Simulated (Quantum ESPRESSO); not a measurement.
## Ca: phonon spectrum and thermodynamics under several settings

```xyz
1
Lattice="0.0000 2.7942 2.7942 2.7942 0.0000 2.7942 2.7942 2.7942 0.0000" Properties=species:S:1:pos:R:3 pbc="T T T"
Ca    0.0000    0.0000    0.0000
```

All runs used Quantum ESPRESSO 7.5; k mesh 8 × 8 × 8; relaxed cell; no spin polarisation; cutoff 612 eV; occupations cold, width 0.2 eV; q mesh 2 × 2 × 2.

```tsv
level	potentials	volume (Å³/atom)	highest frequency (cm⁻¹)	zero-point energy (meV/atom)	entropy at room temperature (k_B/atom)
LDA	GBRV 1.5 LDA	?	?	?	?
PBE	GBRV 1.5 PBE	42.14	165	20.7	5.04
PBEsol	GBRV 1.5 PBEsol	40.51	171	21.3	4.96
```

What stands in the row left open?

Volume 37.89 Å³/atom; highest frequency 180 cm⁻¹; zero-point energy 22.0 meV/atom; entropy at room temperature 4.86 k_B/atom.

For the row left open. Caveat: the q mesh is small, so phonon branches between its points and thermal values are rough.
